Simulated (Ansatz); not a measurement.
**Deforming Ga**

```
Ga
1.0
     1.38300   -4.02650    0.00000
     1.38300    4.02650    0.00000
    -0.11745    0.00000    3.32993
Ga
2
Direct
  0.86900 0.13100 0.25000
  0.13100 0.86900 0.75000
```

Atoms are numbered in the order listed.

The structure is an experimental refinement, used without relaxation.

All numbers below come from DFT, PBE, all-electron LAPW, scalar-relativistic in Ansatz 0.2.0.

Settings: a Γ-centred 14×14×11 k mesh, Fermi–Dirac smearing of 0.05 eV, basis error target 0.5 meV/atom, no spin polarisation.

The unchanged cell is at 1.77 GPa.

In a metal, stresses and small energies carry noise from the k mesh.

x, y and z are the Cartesian axes of the cell as listed; fractional coordinates follow a strain, and an engineering shear is twice the off-diagonal strain component.

With z strained by -1.5 % at fixed volume: energy change under 1 meV/atom; stress change (xx, yy, zz, yz, xz, xy) -0.10, -0.33, 0.45, 0.00, 0.09, 0.00 GPa, compression positive; change of the force on Ga1 (0.000, 0.019, 0.000) eV/Å.
